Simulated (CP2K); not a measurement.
The system is GaN.

```
CELL_PARAMETERS angstrom
3.18000 0.00000 0.00000
-1.59000 2.75396 0.00000
0.00000 0.00000 5.16600
ATOMIC_POSITIONS crystal
Ga 0.66667 0.33333 0.50000
Ga 0.33333 0.66667 0.00000
N 0.66667 0.33333 0.87500
N 0.33333 0.66667 0.37500
```

Base run:

| Property | Result |
| --- | --- |
| Program | CP2K 2026.2 |
| Functional | PBE |
| Potentials or basis | POTENTIAL_UZH Ga GTH-PBE-q13, N GTH-PBE-q5; TZVP-MOLOPT-PBE-GTH basis |
| Density cutoff | 6123 eV |
| k mesh | 10 × 10 × 5 |
| Occupations | fermi-dirac, width 0.05 eV |
| Spin | no spin polarisation |

Its results: band gap on the k mesh 1.94 eV, direct; pressure 9.4 GPa.

Problem. The run is repeated on the same cell with these changes: functional from PBE to PBEsol; ngrids from 4 to 5. What comes out?

Solution. Band gap on the k mesh 1.83 eV, direct; pressure 4.1 GPa.

Caveats: the basis of atomic orbitals isn't converged, which shifts pressures, moduli and gaps; the potentials were made for another functional, which shifts forces and pressure (some runs).

Not every run made on this cell is shown here.
